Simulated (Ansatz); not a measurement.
Relaxing Ca2H3

All numbers below come from Ansatz 0.2.0, DFT PBE, scalar-relativistic, plane waves, PAW. Cutoff 420 eV, Γ-centred k mesh, Gaussian smearing, no spin polarisation in the final step.

The start puts Ca2H3 on the A-type sesquioxide structure type (P-3m1, No. 164), with Ca in place of La, H in place of O, at a guessed volume.

```
Ca H
1.0
     3.78359    0.00000    0.00000
    -1.89180    3.27669    0.00000
     0.00000    0.00000    5.88665
Ca H
2 3
Direct
  0.33333 0.66667 0.24500
  0.66667 0.33333 0.75500
  0.00000 0.00000 0.00000
  0.33333 0.66667 0.64500
  0.66667 0.33333 0.35500
```

Cell and atoms relax at zero pressure; the relaxation can't lower the symmetry of the start. After a coarse first stage the cell is made exact in the group found at 0.06 Å.

Energies over the elements count from the elements' standard structures at the same level (H₂ as a molecule), with no empirical corrections.

Describe the relaxed structure.

It keeps P-3m1 (No. 164). The result has the A-type sesquioxide structure. Conventional cell: a = 3.778 Å, c = 5.864 Å. Ca is coordinated by 4 H at 2.24–2.32 Å and 3 H at 2.66 Å; H on Wyckoff site a (1 atom of the primitive cell) is coordinated by 6 Ca at 2.66 Å and 6 H at 2.98 Å; H on Wyckoff site d (2 atoms of the primitive cell) has 4 Ca at 2.24–2.32 Å.

```
Ca H
1.0
     3.77808    0.00000    0.00000
    -1.88904    3.27192    0.00000
     0.00000    0.00000    5.86409
Ca H
2 3
Direct
  0.33333 0.66667 0.25866
  0.66667 0.33333 0.74134
  0.00000 0.00000 0.00000
  0.33333 0.66667 0.65412
  0.66667 0.33333 0.34588
```

What are its volume, energy, density and gap?

The volume per atom is 14.50 Å³ and the density is 1.91 g/cm³. The energy over the elements is -0.45 eV/atom and the gap on the 12×12×6 mesh is 0 eV (a metal).

The final run used a 12×12×6 mesh on its 5-atom cell and 0.10 eV smearing. The k mesh leaves about 4 meV/atom of noise in metals. A later test with randomly moved atoms came back to it.

Cost: 5 runs of about 1.6 core-minutes in all, on Arm Neoverse V1 (shared hosts).